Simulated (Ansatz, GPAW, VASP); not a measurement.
# TePb: 4 runs at one level of theory

```xyz
2
Lattice="0.0000 3.2310 3.2310 3.2310 0.0000 3.2310 3.2310 3.2310 0.0000" Properties=species:S:1:pos:R:3 pbc="T T T"
Pb    0.0000    0.0000    0.0000
Te    3.2310    3.2310    3.2310
```

Alike in all runs: task single point; functional PBE; k mesh 7 × 7 × 7; occupations gaussian, width 0.011 eV; no spin polarisation; no spin-orbit coupling. Pressure is positive in compression and, in plane waves, holds the error of the finite cutoff, which Ansatz's Pulay term estimates and takes out.

```csv
program and potentials,plane-wave cutoff (eV),notes,pressure (GPa)
"Ansatz, Ansatz PAW",420,15 valence electrons an atom on average; Pulay term of +0.02 GPa included,2.11
"VASP, PBE PAW files Pb_d, Te, 520 eV",520,10 valence electrons an atom on average,?
"Ansatz, all-electron LAPW, scalar-relativistic",-,-,2.12
"GPAW, GPAW PAW data sets (gpaw-data 1.2.1)",600,10 valence electrons an atom on average,1.83
```

Q: Estimate from the other rows what the run with VASP, PBE PAW files Pb_d, Te, 520 eV gave.

A: Pressure 2.05 GPa. The other rows, which needn't bracket it: pressure 1.83 to 2.12.
